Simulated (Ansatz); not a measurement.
**MnS: magnetovolume behaviour**

Theory: DFT PBE, scalar-relativistic, plane waves, PAW (Ansatz 0.2.0).

```
Mn S
1.0
     3.60793    0.00000    0.00000
    -1.80396    3.12456    0.00000
     0.00000    0.00000    5.75372
Mn S
2 2
Cartesian
  0.0000 0.0000 0.0000
  0.0000 0.0000 2.8769
  0.0000 2.0830 1.4384
  1.8040 1.0415 4.3153
```

```json
{
  "plane-wave cutoff": "420 eV",
  "Γ-centred k-mesh": "12×12×8",
  "occupation rule": "Gaussian smearing, 0.1 eV",
  "list of starting moments (μB, in atom order)": "4.5 -4.5 0 0",
  "check for lower electronic states after the SCF": "off"
}
```

The cell is scaled evenly at fixed fractional positions, V₀ being the volume of the cell shown; start: antiferromagnetic in the cell, signs +-. The states are those that the runs reached from these starts; a lower one can exist. Energies are extrapolated to zero smearing.

Site moments are spin moments in atom-centred spheres that scale with the neighbour distance.

| V/V₀ | E above lowest (meV/atom) | P (GPa) | cell moment (μB) | site moments (μB) |
| --- | --- | --- | --- | --- |
| 0.800 | 112.5 | 10.4 | 0.00 | Mn +2.65, Mn -2.65 |
| 0.860 | 59.2 | 7.4 | 0.00 | Mn +3.19, Mn -3.19 |
| 0.920 | 20.8 | 4.8 | 0.00 | Mn +3.57, Mn -3.57 |
| 0.960 | 5.7 | 2.5 | 0.00 | Mn +3.74, Mn -3.74 |
| 1.000 | 0.0 | 0.2 | 0.00 | Mn +3.87, Mn -3.87 |
| 1.040 | 3.9 | -2.1 | 0.00 | Mn +3.97, Mn -3.97 |
| 1.100 | 26.4 | -5.2 | 0.00 | Mn +4.09, Mn -4.09 |
| 1.180 | 82.4 | -8.4 | 0.00 | Mn +4.21, Mn -4.21 |

This form isn't the usual stable structure of the compound.

Cost: 8 runs of about 4.7 core-minutes in all, on Arm Neoverse V2 (shared hosts).